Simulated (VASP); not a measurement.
Input of a VASP 6.6.1 run:

The input INCAR:

```
ALGO = Fast ; EDIFF = 1E-7
ENCUT = 520 ; GGA_COMPAT = F
ISIF = 2 ; ISMEAR = 0
KPAR = 2 ; LASPH = T
LCHARG = F ; LORBIT = 11
LREAL = F ; LSORBIT = T
LWAVE = F ; MAGMOM = 0 0 0 0 0 0
NELM = 100 ; PREC = Accurate
SIGMA = 0.02
```

File KPOINTS:

```
k-points
0
Gamma
  8 8 8
```

The input POSCAR:

```
SrO
1.0
    0.0000000000      2.5663000000      2.5663000000
    2.5663000000      0.0000000000      2.5663000000
    2.5663000000      2.5663000000      0.0000000000
Sr O
1 1
Direct
    0.5000000000      0.5000000000      0.5000000000
    0.0000000000      0.0000000000      0.0000000000
```

File KPOINTS_OPT:

```
path GXWKGLUWLK,UX
10
line-mode
reciprocal
 0.0000000000  0.0000000000  0.0000000000  G
 0.5000000000  0.0000000000  0.5000000000  X

 0.5000000000  0.0000000000  0.5000000000  X
 0.5000000000  0.2500000000  0.7500000000  W

 0.5000000000  0.2500000000  0.7500000000  W
 0.3750000000  0.3750000000  0.7500000000  K

 0.3750000000  0.3750000000  0.7500000000  K
 0.0000000000  0.0000000000  0.0000000000  G

 0.0000000000  0.0000000000  0.0000000000  G
 0.5000000000  0.5000000000  0.5000000000  L

 0.5000000000  0.5000000000  0.5000000000  L
 0.6250000000  0.2500000000  0.6250000000  U

 0.6250000000  0.2500000000  0.6250000000  U
 0.5000000000  0.2500000000  0.7500000000  W

 0.5000000000  0.2500000000  0.7500000000  W
 0.5000000000  0.5000000000  0.5000000000  L

 0.5000000000  0.5000000000  0.5000000000  L
 0.3750000000  0.3750000000  0.7500000000  K

 0.6250000000  0.2500000000  0.6250000000  U
 0.5000000000  0.0000000000  0.5000000000  X
```

Potentials or basis: VASP PAW LDA potentials, release 64 (Sr_sv, O).

The run is started by

```console
$ cat potpaw_LDA.64/Sr_sv/POTCAR potpaw_LDA.64/O/POTCAR > POTCAR
$ mpirun -np 2 vasp_ncl > vasp.out
```

Predict the pressure.

-3.1 GPa.
